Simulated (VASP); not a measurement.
## VASP 6.6.1, PBE single-point calculation, SiC (distorted ordered alloy on diamond lattice)

INCAR

```
NSW = 0
LWAVE = .FALSE.
NBANDS = 16
EDIFF = 1E-7
NELM = 120
GGA = PE
LREAL = .FALSE.
ISIF = 2
PREC = Accurate
ENCUT = 520
LCHARG = .FALSE.
LASPH = .TRUE.
IBRION = -1
ISMEAR = -1
SIGMA = 0.02
```

KPOINTS

```
KPOINTS created by Atomic Simulation Environment
0
Gamma
8 8 8
0 0 0
```

POSCAR

```
C  Si
 1.0000000000000000
     1.5704000000000000    0.8921000000000000    5.3139000000000003
    -1.4999000000000000    0.9214000000000000    5.2885999999999997
     0.0606000000000000   -1.8482000000000001    5.3071000000000002
 C   Si
   2   2
Cartesian
  0.0149093000000000  0.0357068100000000  7.1005215000000002
  0.1407027800000000 -0.0380678800000001  8.8208799800000008
  0.0984379800000001 -0.1646561700000001 14.7599468800000011
  0.0300743900000000 -0.0138613300000000  1.2156812900000000
```

VASP ran with the recommended PBE PAW datasets (16 valence electrons in the cell).

Command

```
mpirun -np 1 vasp_std
```

OSZICAR

```
N       E                     dE             d eps       ncg     rms          rms(c)
DAV:   1     0.236302648414E+02    0.23630E+02   -0.68731E+03  8328   0.881E+02
DAV:   2    -0.284113776849E+02   -0.52042E+02   -0.46939E+02 11720   0.149E+02
DAV:   3    -0.309154497648E+02   -0.25041E+01   -0.24906E+01 10800   0.304E+01
DAV:   4    -0.309359050972E+02   -0.20455E-01   -0.20451E-01 10784   0.333E+00
DAV:   5    -0.309361286959E+02   -0.22360E-03   -0.22359E-03 11056   0.330E-01    0.106E+01
DAV:   6    -0.285075844306E+02    0.24285E+01   -0.39465E+00  9832   0.135E+01    0.506E+00
DAV:   7    -0.284251763168E+02    0.82408E-01   -0.87041E-01 11112   0.569E+00    0.238E+00
DAV:   8    -0.284034788628E+02    0.21697E-01   -0.41857E-02 10184   0.148E+00    0.613E-01
DAV:   9    -0.284035205705E+02   -0.41708E-04   -0.78603E-03 11672   0.622E-01    0.128E-01
DAV:  10    -0.284036973472E+02   -0.17678E-03   -0.51260E-04 10256   0.166E-01    0.500E-02
DAV:  11    -0.284037497949E+02   -0.52448E-04   -0.95881E-05 11256   0.670E-02    0.206E-02
DAV:  12    -0.284037541488E+02   -0.43539E-05   -0.10345E-05 11096   0.227E-02    0.584E-03
DAV:  13    -0.284037550119E+02   -0.86305E-06   -0.14931E-06 10752   0.844E-03    0.193E-03
DAV:  14    -0.284037551325E+02   -0.12063E-06   -0.12064E-07  8664   0.241E-03    0.433E-04
DAV:  15    -0.284037551692E+02   -0.36746E-07   -0.17787E-08  6200   0.946E-04
   1 F= -.28403755E+02 E0= -.28403753E+02  d E =-.402139E-05
```

From OUTCAR

```
k-points           NKPTS =    260   k-points in BZ     NKDIM =    260   number of bands    NBANDS=     16

   NELECT =      16.0000    total number of electrons

   dimension x,y,z NGX =    42 NGY =   42 NGZ =   42
   dimension x,y,z NGXF=    84 NGYF=   84 NGZF=   84

  energy-cutoff  :      520.00
  volume of cell :       44.85
      direct lattice vectors                 reciprocal lattice vectors
     1.570400000  0.892100000  5.313900000     0.326963933  0.184628698  0.060563537
    -1.499900000  0.921400000  5.288600000    -0.324539442  0.178645185  0.065919075
     0.060600000 -1.848200000  5.307100000    -0.003974741 -0.362887710  0.062096400

 k-points in reciprocal lattice and weights: KPOINTS created by Atomic Simulation Env
   0.00000000  0.00000000  0.00000000       0.002
   0.12500000  0.00000000 -0.00000000       0.004
   0.25000000  0.00000000 -0.00000000       0.004
   0.37500000  0.00000000 -0.00000000       0.004
   0.50000000  0.00000000 -0.00000000       0.002
   0.00000000  0.12500000 -0.00000000       0.004
   0.12500000  0.12500000 -0.00000000       0.004
   0.25000000  0.12500000  0.00000000       0.004
   ...

 E-fermi :   8.5089

 k-point     1 :       0.0000    0.0000    0.0000
  band No.  band energies     occupation
      1      -7.9487      2.00000
      2      -4.3469      2.00000
      3      -0.9151      2.00000
      4       5.2839      2.00000
      5       5.9008      2.00000
      6       7.2349      2.00000
      7       7.8138      2.00000
      8       8.3971      1.99256
      9      11.3107      0.00000
     10      11.6798      0.00000
     11      13.3952      0.00000
     12      13.9947      0.00000
     13      14.3905      0.00000
     14      14.5577      0.00000
     15      14.9011      0.00000
     16      19.1027      0.00000

 k-point     2 :       0.1250    0.0000   -0.0000
  band No.  band energies     occupation
      1      -7.6876      2.00000
      2      -4.1234      2.00000
      3      -0.6526      2.00000
      4       4.6922      2.00000
      5       5.0205      2.00000
      6       6.8117      2.00000
      7       7.1671      2.00000
      8       7.7044      2.00000
      9      11.7323      0.00000
     10      12.0649      0.00000
     11      12.9537      0.00000
     12      13.9681      0.00000
     13      14.5085      0.00000
     14      15.0101      0.00000
     15      15.5849      0.00000
     16      19.2925      0.00000

 k-point     3 :       0.2500    0.0000   -0.0000
  band No.  band energies     occupation
      1      -6.9326      2.00000
      2      -3.4846      2.00000
      3      -0.0025      2.00000
      4       2.6164      2.00000
      5       4.3330      2.00000
      6       4.9719      2.00000
      7       6.1779      2.00000
      8       6.9262      2.00000
      9      10.8065      0.00000
     10      12.1055      0.00000
     11      12.9203      0.00000
     12      14.5771      0.00000
     13      15.1704      0.00000
     14      15.6398      0.00000
     15      17.4314      0.00000
     16      18.0900      0.00000

 k-point     4 :       0.3750    0.0000   -0.0000
  band No.  band energies     occupation
      1      -5.8266      2.00000
      2      -2.6404      2.00000
      3      -0.2722      2.00000
      4       2.0353      2.00000
      5       2.7246      2.00000
      6       3.9742      2.00000
      7       5.4227      2.00000
      8       5.8435      2.00000
      9       9.9908      0.00000
     10      11.5287      0.00000
     11      13.2020      0.00000
     12      13.9121      0.00000
     13      15.3672      0.00000
     14      17.0928      0.00000
     15      17.7056      0.00000
     16      18.8868      0.00000

 k-point     5 :       0.5000    0.0000   -0.0000
  band No.  band energies     occupation
      1      -5.0726      2.00000
      2      -2.4157      2.00000
      3      -0.7758      2.00000
      4       1.5973      2.00000
      5       2.8992      2.00000
      6       3.7830      2.00000
      7       4.5124      2.00000
      8       5.4963      2.00000
      9       9.7422      0.00000
     10      11.2823      0.00000
     11      12.7069      0.00000
     12      14.5447      0.00000
     13      15.3932      0.00000
     14      16.3304      0.00000
     15      18.4039      0.00000
     16      18.9079      0.00000

 k-point     6 :       0.0000    0.1250   -0.0000
  band No.  band energies     occupation
      1      -7.6933      2.00000
      2      -4.1343      2.00000
      3      -0.6568      2.00000
      4       4.2839      2.00000
      5       5.4374      2.00000
      6       6.3702      2.00000
      7       7.5117      2.00000
      8       7.9205      2.00000
      9      11.7357      0.00000
     10      12.0530      0.00000
     11      13.2618      0.00000
     12      13.8142      0.00000
     13      14.4623      0.00000
     14      15.1105      0.00000
     15      15.4668      0.00000
     16      19.0464      0.00000

 k-point     7 :       0.1250    0.1250   -0.0000
  band No.  band energies     occupation
      1      -7.6885      2.00000
      2      -4.2210      2.00000
      3      -0.5550      2.00000
      4       4.2287      2.00000
      5       5.5133      2.00000
      6       6.2530      2.00000
      7       7.2288      2.00000
      8       8.0854      2.00000
      9      11.8940      0.00000
     10      12.4272      0.00000
     11      13.2920      0.00000
     12      13.8178      0.00000
     13      14.3526      0.00000
     14      14.8956      0.00000
     15      15.7952      0.00000
     16      19.2959      0.00000

 k-point     8 :       0.2500    0.1250    0.0000
  band No.  band energies     occupation
      1      -7.1762      2.00000
      2      -3.8526      2.00000
      3      -0.0220      2.00000
      4       3.1486      2.00000
      5       4.4622      2.00000
      6       5.1229      2.00000
      7       6.6669      2.00000
      8       7.0811      2.00000
      9      11.8496      0.00000
     10      12.9543      0.00000
     11      13.2151      0.00000
     12      13.6743      0.00000
     13      14.8563      0.00000
     14      15.1743      0.00000
     15      17.2359      0.00000
     16      17.8328      0.00000

 k-point     9 :       0.3750    0.1250   -0.0000
  band No.  band energies     occupation
      1      -6.2309      2.00000
      2      -3.0969      2.00000
      3       0.2973      2.00000
      4       2.1055      2.00000
      5       3.2011      2.00000
      6       3.9172      2.00000
      7       5.1425      2.00000
      8       6.2649      2.00000
      9      11.1340      0.00000
     10      12.6096      0.00000
     11      13.5392      0.00000
     12      13.7197      0.00000
     13      15.0953      0.00000
     14      15.7672      0.00000
     15      17.3424      0.00000
     16      18.9771      0.00000

 k-point    10 :       0.5000    0.1250   -0.0000
  band No.  band energies     occupation
      1      -5.1795      2.00000
      2      -2.3597      2.00000
      3      -0.5873      2.00000
      4       1.9493      2.00000
      5       2.4889      2.00000
      6       3.3360      2.00000
      7       4.3146      2.00000
      8       5.3941      2.00000
      9      10.7777      0.00000
     10      12.1246      0.00000
     11      12.7929      0.00000
     12      14.1872      0.00000
     13      14.8232      0.00000
     14      16.3742      0.00000
     15      18.1512      0.00000
     16      19.2224      0.00000

 k-point    11 :      -0.3750    0.1250    0.0000
  band No.  band energies     occupation
      1      -5.1927      2.00000
      2      -2.1477      2.00000
      3      -0.6592      2.00000
      4       1.8058      2.00000
      5       2.4730      2.00000
      6       3.1809      2.00000
      7       4.0811      2.00000
      8       5.9359      2.00000
      9      10.8385      0.00000
     10      11.9077      0.00000
     11      12.9387      0.00000
     12      14.4118      0.00000
     13      15.0078      0.00000
     14      15.8457      0.00000
     15      17.6063      0.00000
     16      18.9696      0.00000

 k-point    12 :      -0.2500    0.1250    0.0000
  band No.  band energies     occupation
      1      -6.2493      2.00000
      2      -2.7525      2.00000
      3      -0.0127      2.00000
      4       2.0268      2.00000
      5       3.1955      2.00000
      6       3.7934      2.00000
      7       4.8847      2.00000
      8       7.0408      2.00000
      9      11.3682      0.00000
     10      12.1995      0.00000
     11      13.0111      0.00000
     12      14.4518      0.00000
     13      14.7830      0.00000
     14      15.5837      0.00000
     15      16.9691      0.00000
     16      18.6136      0.00000

 ...

  Total        1.3224371     -2.1952723     -0.0745991      0.0724760      0.2798890     -0.1966970
  in kB       47.2413774    -78.4216420     -2.6649005      2.5890568      9.9984663     -7.0266007
  external PRESSURE =     -11.2817217 kB  Pullay stress =       0.0000000 kB

 POSITION                                       TOTAL-FORCE (eV/Angst)
 -----------------------------------------------------------------------------------
      0.01491      0.03571      7.10052         1.390723     -1.423812      1.805086
      0.14070     -0.03807      8.82088        -1.264748     -1.529200     -1.161548
      0.09844     -0.16466     14.75995         1.069545      1.876963      0.091755
      0.03007     -0.01386      1.21568        -1.195520      1.076049     -0.735293
 -----------------------------------------------------------------------------------
    total drift:                               -0.000001      0.000010     -0.000022

  FREE ENERGIE OF THE ION-ELECTRON SYSTEM (eV)
  ---------------------------------------------------
  free  energy   TOTEN  =       -28.4037551692 eV

  energy  without entropy=      -28.4037511478  energy(sigma->0) =      -28.40375316
```

```json
{
  "gap between bands v and c on the k mesh": "0.22 eV",
  "least direct gap on the k mesh": "1.46 eV",
  "pressure": "-1.1 GPa",
  "largest force": "2.69 eV/Å"
}
```

Band v is the last that the valence electrons fill when counted band by band, and c is the next.

The run took about 3 min on one core of a shared host (Intel Xeon 6975P-C) and held 0.34 GiB at most.
